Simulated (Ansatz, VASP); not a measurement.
One calculation of PbS, two programs

```
Pb S
1.0
     2.08401   -5.99333    0.00000
     2.08401    5.99333    0.00000
     0.00000    0.00000    4.26544
Pb S
2 2
Cartesian
  2.0840 -4.4308 3.1991
  2.0840 4.4308 1.0664
  2.0840 -1.7487 3.1991
  2.0840 1.7487 1.0664
```

Alike in both runs: functional r2SCAN; k mesh 6 × 6 × 6; occupations gaussian, width 0.1 eV; no spin polarisation.

Ansatz relaxed the structure, and its values are those at the end. VASP's run is a single point on that final structure, the one shown.

|  | VASP | Ansatz |
| --- | --- | --- |
| version | VASP 6.6.1 | Ansatz 0.2.0 |
| potentials or method | VASP PAW PBE potentials, release 64 (Pb_d, S) | scalar-relativistic, plane waves, PAW |
| plane-wave cutoff (eV) | 520 | 500 |
| valence electrons in the cell | 40 | 40 |

Ansatz gave:

| Property | Result |
| --- | --- |
| gap on the k mesh at the Fermi level (eV) | 1.46 |
| least direct gap on the mesh (eV) | 1.76 |
| pressure (GPa) | 0.0 |
| rms of the force components (eV/Å) | 0.004 |

Problem. What did VASP give for the same quantities?

Solution. gap on the k mesh at the Fermi level (eV): 1.46; least direct gap on the mesh (eV): 1.76; pressure (GPa): 0.0; rms of the force components (eV/Å): 0.001.

The functional is the same, so the differences come from potentials, cutoffs and numerics.

Caveats: the PAW data sets were made with another functional, which shifts forces and pressure a little (VASP); spin-orbit coupling is left out, which as a rule narrows the gap of such compounds by several tenths of an eV. A k mesh can miss the band edges.
